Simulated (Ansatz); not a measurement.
Runs of Ansatz 0.2.0 on RbCl. It takes space group Fm-3m (No. 225, cubic). The conventional cell has a = 6.548 Å, b = 6.548 Å, c = 6.548 Å, α = 90.00°, β = 90.00°, γ = 90.00°. Rb (site symmetry m-3m) has 6 Cl at 3.27 Å as nearest neighbours. Around Cl (site symmetry m-3m) lie 6 Rb at 3.27 Å. 

```csv
task,level,potentials or basis,spin,k mesh,cutoff (eV),smearing,gap on the mesh (eV),pressure (GPa)
single point,PBEsol,"all-electron LAPW, scalar-relativistic",off,7 × 7 × 7,130,gaussian 0.1 eV,(b),0.0
single point,RPBE,"all-electron LAPW, scalar-relativistic",off,7 × 7 × 7,130,gaussian 0.1 eV,5.40,2.6
atomic charges,PBEsol+D4,"all-electron LAPW, relativistic spinors","SOC, no magnetisation",5 × 5 × 5,130,gaussian 0.01 eV,4.85,(a)
single point,PBE,"all-electron LAPW, scalar-relativistic",off,7 × 7 × 7,130,gaussian 0.1 eV,5.05,1.2
density of states,PBE,"all-electron LAPW, scalar-relativistic","non-collinear, ferromagnetic start",5 × 5 × 5,130,gaussian 0.01 eV,5.05,1.2
```

Alike in all rows: cell as given; basis error allowed 0.001 eV/atom.

Task: Estimate the missing entries.

Result: (a) -0.4; (b) 4.89.

Caveats: an odd mesh through Γ misses points on the zone boundary, where band edges often lie (some runs); the starting moments weren't kept (some runs).

A k mesh can miss the band edges, and rows without SOC leave out spin-orbit coupling on Rb.
